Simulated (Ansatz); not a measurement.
# ZnS (4H polytype type): Wannier inputs, tried as typed

Which of these Wannier inputs for ZnS (4H polytype type) end well? Each is run as it stands.

Method: plane waves, PAW; the settings change from run to run, as each input shows, in Ansatz 0.2.0.

2 further runs of the same task are left out: 2 that didn't finish.

### 1 The starting structure

It takes space group P6_3mc (No. 186, hexagonal). The conventional cell has a = 3.808 Å, b = 3.808 Å, c = 12.466 Å, α = 90.00°, β = 90.00°, γ = 120.00°. Zn (site symmetry 3m) is surrounded by 4 S at 2.33 Å. Zn (site symmetry 3m) is surrounded by 4 S at 2.33 to 2.34 Å. S (site symmetry 3m) has 4 Zn at 2.33 Å as nearest neighbours. Around S (site symmetry 3m) lie 4 Zn at 2.33 to 2.34 Å.

As a file:

```
CELL_PARAMETERS angstrom
3.80761 0.00000 0.00000
-1.90381 3.29749 0.00000
0.00000 0.00000 12.46582
ATOMIC_POSITIONS crystal
Zn 0.00000 0.00000 0.00011
Zn 0.33333 0.66667 0.25007
Zn 0.00000 0.00000 0.50011
Zn 0.66667 0.33333 0.75007
S 0.00000 0.00000 0.18724
S 0.33333 0.66667 0.43759
S 0.00000 0.00000 0.68724
S 0.66667 0.33333 0.93759
```

The cell was relaxed beforehand with r2SCAN; those runs aren't shown.

### 2 Run 1

File input.yaml:

```yaml
crystal:
  lattice:
    - [3.80761127, 0.0, 0.0]
    - [-1.903805635, 3.2974880875, 0.0]
    - [0.0, 0.0, 12.4658238502]
  atoms:
    - { symbol: Zn, position: [0.0, 0.0, 0.0001052048] }
    - { symbol: Zn, position: [0.3333333333, 0.6666666667, 0.2500673663] }
    - { symbol: Zn, position: [0.0, 0.0, 0.5001052048] }
    - { symbol: Zn, position: [0.6666666667, 0.3333333333, 0.7500673663] }
    - { symbol: S, position: [0.0, 0.0, 0.1872390992] }
    - { symbol: S, position: [0.3333333333, 0.6666666667, 0.4375883297] }
    - { symbol: S, position: [0.0, 0.0, 0.6872390992] }
    - { symbol: S, position: [0.6666666667, 0.3333333333, 0.9375883297] }
kpoints:
  mp_grid: { grid: [6, 6, 2] }
  band_path:
    path:
      - [[0.0, 0.0, 0.0], [0.5, -4.54250467229e-19, 0.0], [0.3333333333333, 0.3333333333333, 0.0], [0.0, 0.0, 0.0], [0.0, 0.0, 0.5], [0.5, -4.54250467229e-19, 0.5], [0.3333333333333, 0.3333333333333, 0.5], [0.0, 0.0, 0.5]]
      - [[0.5, -4.54250467229e-19, 0.5], [0.5, -4.54250467229e-19, 0.0]]
      - [[0.3333333333333, 0.3333333333333, 0.5], [0.3333333333333, 0.3333333333333, 0.0]]
    npoints: 10
hamiltonian:
  xc: pbe
scf:
  occupations: { method: fixed }
  n_extra_bands: 32
output:
  forces: false
  stress: false
  eigenvalues: true
  wannier:
    kmesh: [6, 6, 2]
    projections:
      - { species: S, l: s, shell: 3 }
      - { species: S, l: p, shell: 3 }
      - { species: Zn, l: s, shell: 4 }
      - { species: Zn, l: p, shell: 4 }
    minimise: true
    write_hr: true
    conv_tol: 1.0e-08
    max_iter: 3000
    disentanglement: { window: [-20.09, 24.09], frozen_window: [-2.09, 9.59] }
```

On the command line:

```bash
> ansatz run input.yaml --threads 4 --pin off --max-ram 5529MiB --backend cpu --events-out ev --progress --plain --runs-dir out
```

The log of the run:

```text
Warning: RAYON_NUM_THREADS=4 ignored (pool sized by the plan → 4); use --threads N
Zn: the file doesn't list 4p, so it is added from the neutral free atom; the dataset's partial waves leave at most 1.1e-4 of an orbital's norm unspanned inside its sphere
scf.n_extra_bands = 32 over 36 filled bands (N_el = 72.0): the run solves 68 bands
Engine: ansatz 0.2.0, aarch64-unknown-linux-gnu
Pseudopotentials: kind: paw
Pseudopotential: Zn, paw, valence charge 12, recommended cutoff 420 eV (normal), Zn.paw.azcp
Pseudopotential: S, paw, valence charge 6, recommended cutoff 420 eV (normal), S.paw.azcp
Functional definition: PBE
  parameter kappa = 0.804
  parameter beta = 0.06672455060314922
  exchange = pbe_x(kappa = kappa, mu = beta*pi^2/3)
  correlation = pbe_c(beta = beta)
Crystal: 8 atoms, lattice volume = 156.515 Å³
Basis set: ecut = 420 eV, 3041 PW (Γ)
Bands: 68, of which v1, the nominal top of the filled ones, is band 36 counted from 1 (35 counted from 0)
Symmetry: 12 space group operations
Space group: P63mc (ITA 186), of the structure as read, at distance tolerance 5.4e-5 Å
k-points: 14 of 72
Non-local potential: Zn, projectors of the file, l = 0: 2, l = 1: 2, l = 2: 3, l = 3: 1
Non-local potential: S, projectors of the file, l = 0: 2, l = 1: 2, l = 2: 2
PAW form: soft (Blöchl's): semilocal exchange-correlation on the pseudo side does not see the compensation charge
PAW one-centre angular grid: Zn, 590 points (default); XC on 64 Gauss nodes
PAW one-centre angular grid: S, 110 points (default); XC on 64 Gauss nodes
Initial density: superposition of atomic densities (neutral atoms: chi_scale 0, normalization atom), corrected by the library's trained network
Initial wavefunctions: pseudopotential atomic-orbital guess
Functional: x = pbe(κ = 0.804, μ = 0.2195149727645171), c = pbe(β = 0.06672455060314922)
SCF iter   1: F=—  HF=-16890.886661 eV  |F-HF|=—  |Δ(HF+E_count)|=         —  Δρ=5.30e-4  dr2=5.86e-4  ethr=1.77e-3  ⟨swp⟩=4.6  Hψ=3437  notcnv=0  defer=402
preconditioner: auto → Resta (q_TF=auto, 2.397 Å⁻¹)  ε∞=3.6  [insulator: Δε(μ)=2.175 eV  Ē_g=15.708 eV  n_scr=38 (ndim 8)  ℏωp=25.2 eV  f_vac=0.032  ε∞_Penn≈3.6]
SCF iter   2: F=—  HF=-16890.886902 eV  |F-HF|=—  |Δ(HF+E_count)|=   2.41e-4  Δρ=4.27e-4  dr2=2.65e-4  ethr=8.14e-7  ⟨swp⟩=2.8  Hψ=1701  notcnv=0  defer=418
SCF iter   3: F=—  HF=-16890.887072 eV  |F-HF|=—  |Δ(HF+E_count)|=   1.69e-4  Δρ=2.97e-4  dr2=6.98e-5  ethr=3.68e-7  ⟨swp⟩=2.0  Hψ=1099  notcnv=0  defer=417
SCF iter   4: F=—  HF=-16890.887032 eV  |F-HF|=—  |Δ(HF+E_count)|=   3.91e-5  Δρ=8.17e-5  dr2=1.18e-5  ethr=9.70e-8  ⟨swp⟩=2.0  Hψ=1034  notcnv=0  defer=365
SCF iter   5: F=—  HF=-16890.887029 eV  |F-HF|=—  |Δ(HF+E_count)|=   3.55e-6  Δρ=2.80e-5  dr2=1.22e-6  ethr=1.63e-8  ⟨swp⟩=2.3  Hψ=1038  notcnv=0  defer=365
SCF iter   6: F=-16890.887030 eV  HF=-16890.887030 eV  |F-HF|=5.68e-8  |Δ(HF+E_count)|=   1.24e-6  Δρ=6.29e-6  dr2=6.50e-8  ethr=1.39e-10  ⟨swp⟩=10.9  Hψ=6050  notcnv=0
SCF 1 converged in 6 iterations: F = -16890.887030 eV  dr2 = 6.50e-8
NSCF: frozen V_eff on 93 k-points
NSCF: frozen V_eff on 17 k-points
the Wannier pass solved 17 of the 72 points of its mesh, and has the states at the others by symmetry: states obtained by the crystal's operations at points that were solved too leave a residual of 3.66e-13 eV (read by the count's bands and the next), within 6.67e-6 eV
NSCF: frozen V_eff on 17 k-points
the Wannier pass solved 17 of the 72 points of its mesh, and has the states at the others by symmetry: states obtained by the crystal's operations at points that were solved too leave a residual of 4.49e-13 eV (read by the count's bands and the next), within 6.67e-6 eV
SCF converged after 6 iterations
Free energy (F): -16890.887030 eV
Harris-Foulkes:  -16890.887030 eV  (|F-HF|=5.68e-8)
Internal energy: -16890.887030 eV  (E = F + TS)
E sigma→0 (E₀):  -16890.887030 eV
Fermi energy:    5.905721 eV
--- Per-component energies (eV) ---
  E_band       = 26.230711
  E_kinetic    = 954.466659
  E_local      = -8148.203006  (includes V_loc(G=0)·N_el)
  E_nonlocal   = 2570.719559
  E_hartree    = 3408.474521
  E_xc         = -938.225691
  E_vxc        = -559.048860  (∫ρ·V_xc dr)
  E_paw        = -9713.746274  (= ΣΔE_a)
  E_vpaw       = -1608.649552  (= ΣTr[D̂ρ^β])
  E_aug_tail   = -0.001482  (compensation charges beyond the density's cutoff)
  E_ewald      = -5024.371316
  E_smearing   = -0.000000  (= −TS)
  E_closure    = 0.000000  (closes the sum)
  Σ components = -16890.887030   (vs F -16890.887030, Δ=0.00e0)
--- Band table (eV; the first three rows and the last of 14) ---
  k-point 0: bands = ["-7.3089", "-6.8835", "-6.8738", "-6.3636", "-0.4669", "-0.4601", "-0.4601", "-0.4417", "-0.4232", "-0.4196", "-0.4196", "-0.3970", "-0.3970", "-0.3594", "-0.3594", "0.0215", "0.0215", "0.0294", "0.0294", "0.0591", "0.0591", "0.0758", "0.0758", "0.2399", "0.5453", "3.0297", "3.0511", "5.0160", "5.0160", "5.4265", "5.4265", "5.4387", "5.4387", "5.8635", "5.9057", "5.9057", "8.0863", "9.1153", "9.3182", "9.5637", "12.2200", "12.2200", "12.3402", "12.5318", "12.5318", "12.7302", "12.8163", "13.0096", "13.0096", "13.1698", "13.1698", "15.0160", "16.3595", "16.3595", "16.7194", "16.7194", "17.2610", "17.7189", "18.1748", "18.1748", "18.3466", "18.9368", "18.9368", "19.2855", "19.3196", "20.5854", "20.5854", "21.0584"]
  k-point 1: bands = ["-7.1898", "-7.1898", "-6.5257", "-6.5257", "-0.4703", "-0.4703", "-0.4454", "-0.4454", "-0.4454", "-0.4454", "-0.3729", "-0.3729", "-0.3729", "-0.3729", "-0.2182", "-0.2182", "0.0255", "0.0255", "0.0255", "0.0255", "0.0675", "0.0675", "0.0675", "0.0675", "1.5094", "1.5094", "4.7545", "4.7545", "5.1336", "5.1336", "5.1336", "5.1336", "5.7594", "5.7594", "5.7594", "5.7594", "8.9361", "8.9361", "9.2416", "9.2416", "12.1656", "12.1656", "12.3851", "12.3851", "12.3851", "12.3851", "13.0568", "13.0568", "13.0568", "13.0568", "14.2325", "14.2325", "16.7525", "16.7525", "16.7525", "16.7525", "17.6150", "17.6150", "18.0432", "18.0432", "18.0432", "18.0432", "18.4839", "18.4839", "20.3096", "20.3096", "21.8578", "21.8578"]
  k-point 2: bands = ["-7.1243", "-6.7321", "-6.7223", "-6.2639", "-0.4801", "-0.4630", "-0.4344", "-0.4281", "-0.4249", "-0.3756", "-0.3704", "-0.3595", "-0.3528", "-0.3284", "-0.3055", "-0.0059", "0.0008", "0.0118", "0.0362", "0.0415", "0.0577", "0.0629", "0.0857", "0.2925", "0.8115", "2.9014", "2.9317", "3.8524", "4.3834", "4.5038", "4.6126", "4.7082", "5.1068", "5.1113", "5.6247", "5.6812", "9.2116", "10.0686", "10.1914", "10.5216", "11.5022", "11.5098", "12.0094", "12.6488", "12.6543", "12.7531", "12.9932", "13.2631", "13.5510", "13.8108", "14.0841", "14.3663", "15.2634", "15.7435", "16.9297", "17.1849", "17.2832", "17.7135", "18.2923", "19.1204", "19.2305", "19.3923", "19.7134", "20.1649", "20.4844", "20.9377", "21.2116", "21.5886"]
  k-point 13: bands = ["-6.1301", "-6.1301", "-6.1161", "-6.1161", "-0.3928", "-0.3928", "-0.2783", "-0.2783", "-0.2598", "-0.2598", "-0.2127", "-0.2127", "-0.0587", "-0.0587", "-0.0204", "-0.0204", "0.0118", "0.0118", "0.0457", "0.0457", "0.3239", "0.3239", "0.3476", "0.3476", "1.1965", "1.1965", "1.3365", "1.3365", "2.5615", "2.5615", "3.1380", "3.1380", "4.0747", "4.0747", "4.2739", "4.2739", "10.2672", "10.2672", "11.1353", "11.1353", "12.0469", "12.0469", "12.7173", "12.7173", "13.3831", "13.3831", "13.9978", "13.9978", "15.1333", "15.1333", "15.7296", "15.7296", "16.1816", "16.1816", "16.7119", "16.7119", "17.9366", "17.9366", "19.3187", "19.3187", "19.7050", "19.7050", "22.2119", "22.2119", "22.6963", "22.6963", "22.8655", "22.8655"]
WARN: one of the run's output files is refused, and neither it nor the files that depend on it are written in full: <dir> frozen window holds 36 > num_wann = 32 bands at ik = 0 (ik counts from 0, the k-points of the .win, .mmn and .eig files from 1)
Error: frozen window holds 36 > num_wann = 32 bands at ik = 0 (ik counts from 0, the k-points of the .win, .mmn and .eig files from 1)
```

Wall time 33 s (4 threads of Arm Neoverse V2, shared host); peak memory 0.81 GiB.

What is wrong: The run stopped with an error. The frozen window holds more states than there are functions. Cure: project on all shells that make up the frozen bands, or narrow the frozen window.

### 3 Run 2

Changes to input.yaml since step 2:

```diff
@@ -23,3 +23,3 @@
 hamiltonian:
-  xc: pbe
+  xc: r2scan
 scf:
@@ -33,7 +33,3 @@
     kmesh: [6, 6, 2]
-    projections:
-      - { species: S, l: s, shell: 3 }
-      - { species: S, l: p, shell: 3 }
-      - { species: Zn, l: s, shell: 4 }
-      - { species: Zn, l: p, shell: 4 }
+    projections: [{ species: Zn, l: d, shell: 3 }, { species: S, l: p, shell: 3 }]
     minimise: true
@@ -42,2 +38,2 @@
     max_iter: 3000
-    disentanglement: { window: [-20.09, 24.09], frozen_window: [-2.09, 9.59] }
+    disentanglement: { window: [-4.37, 17.37], frozen_window: [-0.37, 9.37] }
```

On the command line:

```bash
> ansatz run input.yaml --threads 4 --pin off --max-ram 5529MiB --backend cpu --events-out ev --progress --plain --runs-dir out
```

The log of the run:

```text
Warning: RAYON_NUM_THREADS=4 ignored (pool sized by the plan → 4); use --threads N
scf.n_extra_bands = 32 over 36 filled bands (N_el = 72.0): the run solves 68 bands
[... 2 set-up lines as earlier in the session ...]
Pseudopotential: Zn, paw, valence charge 12, recommended cutoff 500 eV (meta_gga), Zn.paw.azcp
Pseudopotential: S, paw, valence charge 6, recommended cutoff 500 eV (meta_gga), S.paw.azcp
Functional definition: r2SCAN
  parameter k0 = 0.174
  parameter k1 = 0.065
  parameter a1 = 4.9479
  exchange = r2scan_x(k0 = k0, k1 = k1, a1 = a1)
  correlation = r2scan_c
Crystal: 8 atoms, lattice volume = 156.515 Å³
Basis set: ecut = 500 eV, 3903 PW (Γ), exchange–correlation on 120×120×384 points (64 copies of the dense FFT grid, shifted against one another)
Bands: 68, of which v1, the nominal top of the filled ones, is band 36 counted from 1 (35 counted from 0)
[... 2 set-up lines as earlier in the session ...]
k-points: 14 of 72
[... 3 set-up lines as earlier in the session ...]
PAW frozen core: Zn, regenerated for the run's functional (the file was generated under x = pbe(κ = 0.804, μ = 0.2195149727645171), c = pbe(β = 0.06672455060314922))
PAW frozen core: S, regenerated for the run's functional (the file was generated under x = pbe(κ = 0.804, μ = 0.2195149727645171), c = pbe(β = 0.06672455060314922))
PAW one-centre angular grid: Zn, 590 points (default); XC on 261 of its mesh's 2673 points in the sphere
PAW one-centre angular grid: S, 302 points (default); XC on 160 Gauss nodes
[... 2 set-up lines as earlier in the session ...]
Functional: x = r2scan, c = r2scan; τ floored in thin density (d = 2e-4 eV/Å³)
SCF iter   1: F=—  HF=-16933.794110 eV  |F-HF|=—  |Δ(HF+E_count)|=         —  Δρ=1.55e-2  dr2=1.86e-1  dr2_τ=2.68e-2  ethr=1.77e-3  ⟨swp⟩=4.6  Hψ=3485  notcnv=0  defer=391
preconditioner: auto → Resta (q_TF=auto, 2.397 Å⁻¹)  ε∞=3.3  [insulator: Δε(μ)=2.727 eV  Ē_g=16.686 eV  n_scr=38 (ndim 8)  ℏωp=25.2 eV  f_vac=0.032  ε∞_Penn≈3.3]
SCF iter   2: F=—  HF=-16933.795148 eV  |F-HF|=—  |Δ(HF+E_count)|=   1.04e-3  Δρ=2.41e-3  dr2=6.63e-3  dr2_τ=1.10e-3  ethr=2.58e-4  ⟨swp⟩=2.1  Hψ=1592  notcnv=0  defer=413
SCF iter   3: F=—  HF=-16933.787569 eV  |F-HF|=—  |Δ(HF+E_count)|=   7.58e-3  Δρ=3.18e-3  dr2=7.17e-3  dr2_τ=5.11e-5  ethr=9.20e-6  ⟨swp⟩=2.5  Hψ=1075  notcnv=0  defer=419
SCF iter   4: F=—  HF=-16933.787336 eV  |F-HF|=—  |Δ(HF+E_count)|=   2.33e-4  Δρ=4.95e-4  dr2=2.17e-4  dr2_τ=1.56e-5  ethr=9.20e-6  ⟨swp⟩=3.0  Hψ=976  notcnv=0  defer=419
SCF iter   5: F=—  HF=-16933.787372 eV  |F-HF|=—  |Δ(HF+E_count)|=   3.65e-5  Δρ=1.19e-4  dr2=1.81e-5  dr2_τ=5.09e-7  ethr=3.02e-7  ⟨swp⟩=2.8  Hψ=1096  notcnv=0  defer=365
SCF iter   6: F=—  HF=-16933.787302 eV  |F-HF|=—  |Δ(HF+E_count)|=   7.03e-5  Δρ=4.20e-5  dr2=1.63e-6  dr2_τ=1.13e-8  ethr=2.52e-8  ⟨swp⟩=2.9  Hψ=1179  notcnv=0  defer=365
SCF iter   7: F=—  HF=-16933.787302 eV  |F-HF|=—  |Δ(HF+E_count)|=   3.15e-7  Δρ=2.34e-5  dr2=4.96e-7  dr2_τ=4.41e-9  ethr=2.27e-9  ⟨swp⟩=2.0  Hψ=1035  notcnv=0  defer=365
SCF iter   8: F=-16933.787302 eV  HF=-16933.787302 eV  |F-HF|=1.13e-8  |Δ(HF+E_count)|=   1.95e-7  Δρ=4.32e-6  dr2=2.13e-8  dr2_τ=5.94e-10  ethr=1.39e-10  ⟨swp⟩=11.9  Hψ=6346  notcnv=0
SCF 1 converged in 8 iterations: F = -16933.787302 eV  dr2 = 2.13e-8
NSCF: frozen V_eff on 93 k-points
NSCF: frozen V_eff on 17 k-points
the Wannier pass solved 17 of the 72 points of its mesh, and has the states at the others by symmetry: states obtained by the crystal's operations at points that were solved too leave a residual of 2.96e-13 eV (read by the count's bands and the next), within 6.67e-6 eV
SCF converged after 8 iterations
Free energy (F): -16933.787302 eV
Harris-Foulkes:  -16933.787302 eV  (|F-HF|=1.13e-8)
Internal energy: -16933.787302 eV  (E = F + TS)
E sigma→0 (E₀):  -16933.787302 eV
Fermi energy:    5.628184 eV
--- Per-component energies (eV) ---
  E_band       = -4.375529
  E_kinetic    = 950.374414
  E_local      = -8170.904993  (includes V_loc(G=0)·N_el)
  E_nonlocal   = 2586.485204
  E_hartree    = 3428.733212
  E_xc         = -863.225803
  E_vxc        = -593.002122  (∫ρ·V_xc dr)
  E_paw        = -9839.708229  (= ΣΔE_a)
  E_vpaw       = -1664.128995  (= ΣTr[D̂ρ^β])
  E_aug_tail   = -0.000250  (compensation charges beyond the density's cutoff)
  E_vtau       = 29.332047  (kinetic-family band-sum trace: ∫τ·v_τ [+ j·A + Jᵃ·Aᵃ] dr)
  E_ewald      = -5024.371316
  E_core_change = -1.169542  (= ΣΔE_core)
  E_smearing   = -0.000000  (= −TS)
  E_closure    = -0.000000  (closes the sum)
  Σ components = -16933.787302   (vs F -16933.787302, Δ=0.00e0)
--- Band table (eV; the first three rows and the last of 14) ---
  k-point 0: bands = ["-8.1220", "-7.6875", "-7.6769", "-7.1575", "-0.9065", "-0.8995", "-0.8995", "-0.8714", "-0.8558", "-0.8558", "-0.8527", "-0.8325", "-0.8325", "-0.7913", "-0.7913", "-0.3796", "-0.3796", "-0.3719", "-0.3719", "-0.3421", "-0.3421", "-0.3255", "-0.3255", "-0.1600", "0.1622", "2.7318", "2.7532", "4.7157", "4.7157", "5.1380", "5.1380", "5.1507", "5.1507", "5.5850", "5.6282", "5.6282", "8.3717", "9.3415", "9.5693", "9.8256", "12.4355", "12.4355", "12.5638", "12.7298", "12.7298", "12.9781", "13.0628", "13.2585", "13.2585", "13.3931", "13.3931", "15.3043", "16.5963", "16.5963", "16.9865", "16.9865", "17.5318", "18.0724", "18.4811", "18.4811", "18.7002", "19.2811", "19.2811", "19.7261", "19.7599", "21.0578", "21.0578", "21.5794"]
  k-point 1: bands = ["-8.0001", "-8.0001", "-7.3223", "-7.3223", "-0.9074", "-0.9074", "-0.8838", "-0.8838", "-0.8838", "-0.8838", "-0.8059", "-0.8059", "-0.8059", "-0.8059", "-0.6343", "-0.6343", "-0.3757", "-0.3757", "-0.3757", "-0.3757", "-0.3338", "-0.3338", "-0.3338", "-0.3338", "1.1577", "1.1577", "4.5029", "4.5029", "4.8369", "4.8369", "4.8369", "4.8369", "5.4790", "5.4790", "5.4790", "5.4790", "9.1920", "9.1920", "9.4781", "9.4781", "12.3824", "12.3824", "12.6000", "12.6000", "12.6000", "12.6000", "13.2809", "13.2809", "13.2809", "13.2809", "14.5218", "14.5218", "17.0191", "17.0191", "17.0191", "17.0191", "17.9160", "17.9160", "18.3548", "18.3548", "18.3548", "18.3548", "18.8639", "18.8639", "20.7745", "20.7745", "22.3811", "22.3811"]
  k-point 2: bands = ["-7.9330", "-7.5328", "-7.5220", "-7.0554", "-0.9145", "-0.8938", "-0.8664", "-0.8625", "-0.8619", "-0.8099", "-0.8014", "-0.7919", "-0.7864", "-0.7577", "-0.7353", "-0.4068", "-0.4010", "-0.3892", "-0.3652", "-0.3596", "-0.3431", "-0.3383", "-0.3152", "-0.1079", "0.4397", "2.6050", "2.6357", "3.5460", "4.1071", "4.2081", "4.3021", "4.4352", "4.8106", "4.8158", "5.3425", "5.3988", "9.4684", "10.2759", "10.4397", "10.7990", "11.6674", "11.6979", "12.1882", "12.8702", "12.8814", "12.9572", "13.2363", "13.4980", "13.8170", "14.0854", "14.3571", "14.5826", "15.5424", "15.9535", "17.2599", "17.4708", "17.6023", "18.0111", "18.6437", "19.4682", "19.6299", "19.7759", "20.1222", "20.5642", "20.9351", "21.4493", "21.6945", "22.1204"]
  k-point 13: bands = ["-6.9186", "-6.9186", "-6.9041", "-6.9041", "-0.8208", "-0.8208", "-0.7026", "-0.7026", "-0.6870", "-0.6870", "-0.6350", "-0.6350", "-0.4653", "-0.4653", "-0.4240", "-0.4240", "-0.3899", "-0.3899", "-0.3556", "-0.3556", "-0.0761", "-0.0761", "-0.0515", "-0.0515", "0.8492", "0.8492", "1.0027", "1.0027", "2.2068", "2.2068", "2.7954", "2.7954", "3.7568", "3.7568", "3.9538", "3.9538", "10.3630", "10.3630", "11.3727", "11.3727", "12.2661", "12.2661", "12.8491", "12.8491", "13.6709", "13.6709", "14.2655", "14.2655", "15.3874", "15.3874", "15.9955", "15.9955", "16.6439", "16.6439", "17.1266", "17.1266", "18.3409", "18.3409", "19.7944", "19.7944", "20.1566", "20.1566", "22.6234", "22.6234", "23.3309", "23.3309", "23.4885", "23.4885"]
Error: a combination of the trial orbitals is all but absent from the optimal subspace at ik = 0: its weight there is 7.1e-15 of the largest combination's or less, which the computation cannot tell from zero, so that the projections give no starting gauge (the trial orbitals are those of output.wannier.projections, and ik = 0 is k-point 1 of the .win and .amn files); move output.wannier.disentanglement.frozen_window, whose bands are always kept in the subspace
```

Run time: 33 s. Hardware: 4 threads of Arm Neoverse V2, shared host; peak memory 1.2 GiB.

**Diagnosis.** The run stopped with an error. Some combination of the trial orbitals has almost no weight, at one k point, in the states chosen from the window. To mend it, choose trial orbitals that match the bands, or move the windows as the message advises.

(Part 1 of 2 ends here.)
